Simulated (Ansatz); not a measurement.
# Sb (Im-3m) in Ansatz: notebook

One crystal, Sb, is run at these levels: PBEsol+D3(BJ)-ATM, PBEsol+D4; tasks: relaxation of cell and atoms.

All numbers are computed with Ansatz 0.2.0; they aren't measurements. Logs are shortened: lines on timing, memory, paths and dates and some standing lists are left out, and cuts for length are marked.

**1. The structure**

The structure is cubic, space group Im-3m (No. 229). Conventional cell: a = 3.743 Å, b = 3.743 Å, c = 3.743 Å, α = 90.00°, β = 90.00°, γ = 90.00°. Sb (site symmetry m-3m) is surrounded by 8 Sb at 3.24 Å.

This isn't the form of Sb at room conditions, which is rhombohedral.

**2. Relaxation of cell and atoms, PBEsol+D3(BJ)-ATM**

File input.yaml:

```yaml
crystal:
  lattice:
    - [-1.8713408863, 1.8713408863, 1.8713408863]
    - [1.8713408863, -1.8713408863, 1.8713408863]
    - [1.8713408863, 1.8713408863, -1.8713408863]
  atoms:
    - { symbol: Sb, position: [0.0, 0.0, 0.0] }
hamiltonian:
  xc: pbesol
  pseudopotentials: { kind: paw }
  dispersion: d3bjatm
kpoints:
  mp_grid: { grid: [10, 10, 10] }
scf:
  occupations: { method: fermi_dirac, width: 0.05 }
output:
  forces: true
  stress: true
  eigenvalues: true
  write_density: true
  write_potential: true
  elf: true
  volumetric_format: npy
relax:
  f_tol: 0.01
  max_steps: 40
  cell: { stress_tol: 0.05 }
```

Potentials or basis: Ansatz PAW.

The run is started by

```bash
> ansatz run input.yaml --threads 2 --pin off --max-ram 5632MiB --backend cpu --events-out ev --progress --plain --runs-dir out
```

Output:

```text
Warning: RAYON_NUM_THREADS=2 ignored (pool sized by the plan → 2); use --threads N
Engine: ansatz 0.2.0, x86_64-unknown-linux-gnu
Pseudopotentials: kind: paw
Pseudopotential: Sb, paw, valence charge 15, recommended cutoff 420 eV (normal), Sb.paw.azcp
Functional definition: PBEsol
  exchange = pbesol_x
  correlation = pbesol_c
Crystal: 1 atoms, lattice volume = 26.213 Å³
Basis set: ecut = 420 eV, 531 PW (Γ), exchange–correlation on 48×48×48 points (8 copies of the dense FFT grid, shifted against one another)
Bands: 12, of which v1, the nominal top of the filled ones, is band 8 counted from 1 (7 counted from 0)
Symmetry: 48 space group operations
Space group: Im-3m (ITA 229), of the structure as read, at distance tolerance 3.0e-5 Å
k-points: 47 of 1000
Non-local potential: Sb, projectors of the file, l = 0: 2, l = 1: 2, l = 2: 2, l = 3: 2
PAW form: soft (Blöchl's): semilocal exchange-correlation on the pseudo side does not see the compensation charge
PAW frozen core: Sb, regenerated for the run's functional, and the local potential with it (the file was generated under x = pbe(κ = 0.804, μ = 0.2195149727645171), c = pbe(β = 0.06672455060314922))
PAW one-centre angular grid: Sb, 590 points (default); XC on 64 Gauss nodes
Initial density: superposition of atomic densities (neutral atoms: chi_scale 0, normalization atom), corrected by the library's trained network
Initial wavefunctions: pseudopotential atomic-orbital guess
Functional: x = pbesol(κ = 0.804, μ = 0.12345679012345678), c = pbesol(β = 0.046)
SCF iter   1: F=—  HF=-6408.388453 eV  |F-HF|=—  |Δ(HF+E_count)|=         —  Δρ=2.64e-3  dr2=6.78e-4  ethr=1.77e-3  ⟨swp⟩=5.8  Hψ=3336  notcnv=0
preconditioner: auto → Kerker (q_TF=auto, 2.486 Å⁻¹)  [metal: Δε(μ)=0.020 eV  Ē_g=12.658 eV  σ=0.050 eV  W_gap=0.10  n_scr=12 (ndim 8)  ℏωp=16.2 eV  f_vac=0.000  D(μ)=1.17/eV (n_scr^D=12)]
SCF iter   2: F=—  HF=-6408.387634 eV  |F-HF|=—  |Δ(HF+E_count)|=   8.18e-4  Δρ=1.62e-3  dr2=2.81e-4  ethr=4.52e-6  ⟨swp⟩=2.4  Hψ=1148  notcnv=0
SCF iter   3: F=—  HF=-6408.387589 eV  |F-HF|=—  |Δ(HF+E_count)|=   4.47e-5  Δρ=5.43e-4  dr2=4.36e-5  ethr=1.87e-6  ⟨swp⟩=2.0  Hψ=903  notcnv=0
SCF iter   4: F=—  HF=-6408.387547 eV  |F-HF|=—  |Δ(HF+E_count)|=   4.21e-5  Δρ=1.63e-4  dr2=4.59e-6  ethr=2.90e-7  ⟨swp⟩=2.0  Hψ=878  notcnv=0
SCF iter   5: F=—  HF=-6408.387542 eV  |F-HF|=—  |Δ(HF+E_count)|=   4.90e-6  Δρ=2.52e-5  dr2=1.09e-7  ethr=3.06e-8  ⟨swp⟩=2.0  Hψ=903  notcnv=0
SCF iter   6: F=-6408.387542 eV  HF=-6408.387542 eV  |F-HF|=2.95e-10  |Δ(HF+E_count)|=   4.59e-8  Δρ=2.66e-6  dr2=1.39e-9  ethr=6.67e-10  ⟨swp⟩=9.2  Hψ=3756  notcnv=0
SCF 1 converged in 6 iterations: F = -6408.387542 eV  dr2 = 1.39e-9
relax step   1: F+E_penalty+E_count = -6408.38754243 eV  Δ(F+E_penalty+E_count) = +0.000e0 eV  max|allowed force component| = 0.000e0 eV/Å  Δτ_max = 0.0000 Å  P = -2.998 GPa  Ω = 26.213 Å³  (6 SCF iters, dr2 threshold 1.00e-7 eV, accepted)
Crystal: 1 atoms, lattice volume = 24.567 Å³
Basis set: ecut = 420 eV, 459 PW (Γ), exchange–correlation on 48×48×48 points (8 copies of the dense FFT grid, shifted against one another)
Initial density: handed on by an earlier stage of this run
Initial wavefunctions: those handed on with the density
[... 28 lines left out ...]
SCF iter   1: F=—  HF=-6408.398549 eV  |F-HF|=—  |Δ(HF+E_count)|=         —  Δρ=4.89e-5  dr2=7.23e-8  ethr=1.57e-7  ⟨swp⟩=2.8  Hψ=4765  notcnv=0
SCF iter   2: F=—  HF=-6408.398548 eV  |F-HF|=—  |Δ(HF+E_count)|=   1.46e-6  Δρ=2.59e-5  dr2=2.03e-8  ethr=4.82e-10  ⟨swp⟩=2.7  Hψ=894  notcnv=0
SCF iter   3: F=—  HF=-6408.398548 eV  |F-HF|=—  |Δ(HF+E_count)|=   4.31e-8  Δρ=1.29e-6  dr2=2.13e-10  ethr=1.36e-10  ⟨swp⟩=2.4  Hψ=878  notcnv=0
SCF iter   4: F=—  HF=-6408.398548 eV  |F-HF|=—  |Δ(HF+E_count)|=  1.46e-11  Δρ=3.50e-7  dr2=3.30e-11  ethr=1.42e-12  ⟨swp⟩=2.0  Hψ=918  notcnv=0
SCF iter   5: F=-6408.398548 eV  HF=-6408.398548 eV  |F-HF|=5.46e-12  |Δ(HF+E_count)|=  5.46e-12  Δρ=1.64e-7  dr2=7.31e-12  ethr=1.00e-12  ⟨swp⟩=5.4  Hψ=2097  notcnv=0
SCF 5 converged in 5 iterations: F = -6408.398548 eV  dr2 = 7.31e-12
relax step   5: F+E_penalty+E_count = -6408.39854769 eV  Δ(F+E_penalty+E_count) = +3.125e-4 eV  max|allowed force component| = 0.000e0 eV/Å  Δτ_max = 0.0000 Å  P = +0.005 GPa  Ω = 25.078 Å³  stress off target by 4.57e-3 GPa  SCF on the basis re-selected at this cell (its energy is not comparable with the rows above)  (5 SCF iters)
basis re-selected at this cell: Δ(F+E_penalty+E_count) = +3.125e-4 eV, ΔP = +0.005 GPa vs the last step (what re-selecting the basis moved, of the pressure what is left beyond the Pulay correction that the steps carried, after the strain that the cell walked since its last selection, with what the two solves' SCF thresholds leave and, on support functions, any second-order correction that the steps lacked; it is no measure of the basis error at this ecutwfc). This SCF's stress stands 4.57e-3 GPa from its target on what of the cell is left free (relax.cell.stress_tol is 5.00e-2 GPa) and its largest allowed force component is 0.00e0 eV/Å (relax.f_tol is 1.00e-2 eV/Å): within both
SCF converged after 5 iterations
Free energy (F): -6408.398548 eV
Harris-Foulkes:  -6408.398548 eV  (|F-HF|=5.46e-12)
Internal energy: -6408.389246 eV  (E = F + TS)
E sigma→0 (E₀):  -6408.393897 eV
Entropy (-TS):   -0.009301 eV (-9.301 meV/atom)
Fermi energy:    12.623114 eV
--- Per-component energies (eV) ---
  E_band       = -129.075987
  E_kinetic    = 208.305468
  E_local      = -1378.063849  (includes V_loc(G=0)·N_el)
  E_nonlocal   = 363.683864
  E_hartree    = 633.714693
  E_xc         = -138.266494
  E_vxc        = -97.611446  (∫ρ·V_xc dr)
  E_paw        = -4498.983367  (= ΣΔE_a)
  E_vpaw       = -492.819279  (= ΣTr[D̂ρ^β])
  E_aug_tail   = -0.000002  (compensation charges beyond the density's cutoff)
  E_ewald      = -1598.597894
  E_disp       = -0.513521  (pairwise vdW)
  E_core_change = 0.331857  (= ΣΔE_core)
  E_smearing   = -0.009301  (= −TS)
  E_closure    = 0.000000  (closes the sum)
  Σ components = -6408.398548   (vs F -6408.398548, Δ=0.00e0)
--- Forces (eV/Å), atoms counted from 1 ---
  atom   1  Sb     0.00000000    -0.00000000     0.00000000
  max |Σ_I F_I| component: 1.58e-30 eV/Å
--- Stress (GPa, compression-positive) ---
        0.004574      -0.000000       0.000000
        0.000000       0.004574      -0.000000
        0.000000       0.000000       0.004574
  P = ⅓ Tr σ = 0.0046 GPa (0.046 kbar)
--- Band table (eV; the first three rows and the last of 47) ---
  k-point 0: bands = ["-16.5567", "-16.5567", "-16.5567", "-16.4654", "-16.4654", "-0.7996", "18.6889", "18.6889", "18.6889", "24.2845", "24.2845", "24.2845"]
  k-point 1: bands = ["-16.5593", "-16.5519", "-16.5425", "-16.4685", "-16.4661", "-0.5753", "17.0371", "17.9648", "18.4713", "22.4445", "22.7093", "23.9519"]
  k-point 2: bands = ["-16.5661", "-16.5409", "-16.5051", "-16.4750", "-16.4676", "0.0949", "13.9320", "16.6483", "17.9002", "21.0584", "21.4571", "23.9738"]
  k-point 46: bands = ["-16.5615", "-16.5615", "-16.4196", "-16.4196", "-16.4196", "7.3549", "10.4792", "10.4792", "10.4792", "15.4614", "15.4614", "30.1096"]
--- Relaxed structure (4 steps of the walk, 4 accepted, 1 SCFs on fresh bases) ---
  F+E_penalty+E_count = -6408.39854769 eV   max|allowed force component| = 0.000e0 eV/Å   (the final SCF, on the basis selected at the relaxed cell)
  cell:  # Å, volume = 25.0781 Å³
    - [-1.8439324440734248, 1.8439324440734248, 1.8439324440734248]
    - [1.8439324440734248, -1.8439324440734248, 1.8439324440734248]
    - [1.8439324440734248, 1.8439324440734248, -1.8439324440734248]
  atoms:
    - { symbol: Sb, position: [0.0, 0.0, 0.0] }
```

Run time: 2.5 s. Hardware: 2 threads of Intel Xeon Platinum 8488C (Sapphire Rapids), shared host; peak memory 0.37 GiB.

Results:

- Free energy: -6408.3985 eV
- Relaxed volume: 25.08 Å³/atom
- Relaxed cell: a = 3.194 Å, b = 3.194 Å, c = 3.194 Å, α = 109.47°, β = 109.47°, γ = 109.47°
- Space group after relaxing (to 0.05 Å): Im-3m (No. 229)
- Energy gained by relaxing: 11.0 meV/atom
- Ionic steps: 5
- Pressure after relaxing: 0.0 GPa
- Band gap on the k mesh: none (metal or under the smearing width)

The path:
```csv
step,energy change (eV),largest force (eV/Å),volume (Å³)
1,0.0000,0.0000,26.21
2,-0.0090,0.0000,24.57
3,-0.0113,0.0000,25.11
4,-0.0113,0.0000,25.08
5,-0.0110,0.0000,25.08
```

Final structure:
```
Sb
1.0
    -1.84393    1.84393    1.84393
     1.84393   -1.84393    1.84393
     1.84393    1.84393   -1.84393
Sb
1
Direct
  0.00000 0.00000 0.00000
```

Caveat: the plane-wave basis is chosen anew once the cell has moved, so the energies of steps on either side of that aren't comparable; pairwise dispersion overbinds metals, which lowers pressure and volume; the PAW data sets come from PBE, with cores solved anew for the run's functional, which leaves a small shift of forces and pressure. Spin-orbit coupling is left out, which matters for the levels of Sb.

(Continued in part 2 of 2.)
